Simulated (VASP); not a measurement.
A run of VASP 6.6.1 is set up as follows.

File INCAR:

```
SYSTEM = Cu
  PREC = Accurate
  ENCUT = 520
  EDIFF = 1E-7
  ISMEAR = -1
  SIGMA = 0.1
  LREAL = .FALSE.
  LASPH = .TRUE.
  NELM = 60
  ALGO = Normal
  ISIF = 2
  LWAVE = .FALSE.
  LCHARG = .TRUE.
  GGA = RP
  LELF = .TRUE.
  LVHAR = .TRUE.
  NBANDS = 18
```

KPOINTS

```
Automatic mesh
0
G
  11 11 11
  0 0 0
```

POSCAR

```
Cu
1.0
    0.0000000000      2.6089320151      2.6089320151
    2.6089320151      0.0000000000      2.6089320151
    2.6089320151      2.6089320151      0.0000000000
Cu
2
Direct
    0.1250000000      0.1250000000      0.1250000000
    0.8750000000      0.8750000000      0.8750000000
```

Potentials or basis: VASP PAW PBE potentials, release 64 (Cu).

The run is started by

```bash
$ cat potpaw_PBE.64/Cu/POTCAR > POTCAR
$ mpirun -np 1 vasp_std > vasp.out
```

(1) What does it give for the band gap on the k mesh?

(2) Predict the pressure.

## Answers

(1) none (metal or under the smearing width).

(2) 8.3 GPa.

Caveat: the PAW data sets were made with another functional, which shifts forces and pressure a little.
